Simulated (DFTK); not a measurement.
The system is ZrC.

```xyz
2
Lattice="0.0000 2.3650 2.3650 2.3650 0.0000 2.3650 2.3650 2.3650 0.0000" Properties=species:S:1:pos:R:3 pbc="T T T"
Zr    2.3650    2.3650    2.3650
C     0.0000    0.0000    0.0000
```

Base run:

```yaml
Program: DFTK 0.8.2
Functional: PBEsol
Potentials_or_basis: cp2k.nc.sr.pbe.v0_1.semicore.gth (PBE, GTH)
Cutoff: 2177 eV
k_mesh: 9 × 9 × 9
Occupations: fermi-dirac, width 0.05 eV
Spin: no spin polarisation
```

Its results: band gap on the k mesh none (metal or under the smearing width); pressure -8.4 GPa.

**Question.** The run is repeated on the same cell with these changes: functional from PBEsol to r2SCAN; cutoff from 2177 eV to 2857 eV; k mesh from 9 × 9 × 9 to 6 × 6 × 6. What comes out?

**Answer.** Band gap on the k mesh none (metal or under the smearing width); pressure -3.2 GPa.

Several settings changed at once, so the effect can't be laid on one alone.

Caveats: some runs use coarse meshes; GTH potentials come without recommended cutoffs, and this one wasn't checked for convergence; the potentials were made for another functional, which shifts forces and pressure.

Not every run made on this cell is shown here.
